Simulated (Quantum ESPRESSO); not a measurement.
The system is ZnSe (Stilleite).

```
Se Zn
1.0
     0.00000    2.83380    2.83380
     2.83380    0.00000    2.83380
     2.83380    2.83380    0.00000
Se Zn
1 1
Direct
  0.75000 0.75000 0.75000
  0.00000 0.00000 0.00000
```

* Program: Quantum ESPRESSO 7.5
* Task: phonons
* Functional: PBE
* Potentials or basis: Ansatz NC SR PBE
* Cutoff: 1170 eV
* Density cutoff: 4680 eV
* k mesh: 4 × 4 × 4, shifted
* Occupations: fermi-dirac, width 0.05 eV
* Spin: no spin polarisation
* Target pressure: 5 GPa
* Mixing beta: 0.5
* Most SCF iterations: 120
* SCF threshold: 4e-10 Ry

The cell and the atoms were relaxed first at 5 GPa, to 21.86 Å³/atom (a = 3.954 Å, b = 3.954 Å, c = 3.954 Å, α = 60.00°, β = 60.00°, γ = 60.00°), and the response was taken there.

The first run showed a gap, so the response started from a second, tighter run with fixed occupations.

Q: Which optical modes does the crystal have at the zone centre, and which show in infrared and Raman spectra?

A: The optical modes are T2. Infrared active: T2. Raman active: T2.

Optical modes at Γ, degenerate ones joined, polar ones without the macroscopic field:
```
cm⁻¹  components  symmetry     active in  IR intensity, summed ((D/Å)²/amu)
 222           3        T2  IR and Raman                               7.73
```

Zone-centre frequencies without and with the macroscopic field along z (cm⁻¹):
|  | optical modes in rising order |
| --- | --- |
| without | 222 222 222 |
| with the field | 222 222 258 |

Caveat: the cell is more than 3 GPa from zero pressure, which shifts response properties.
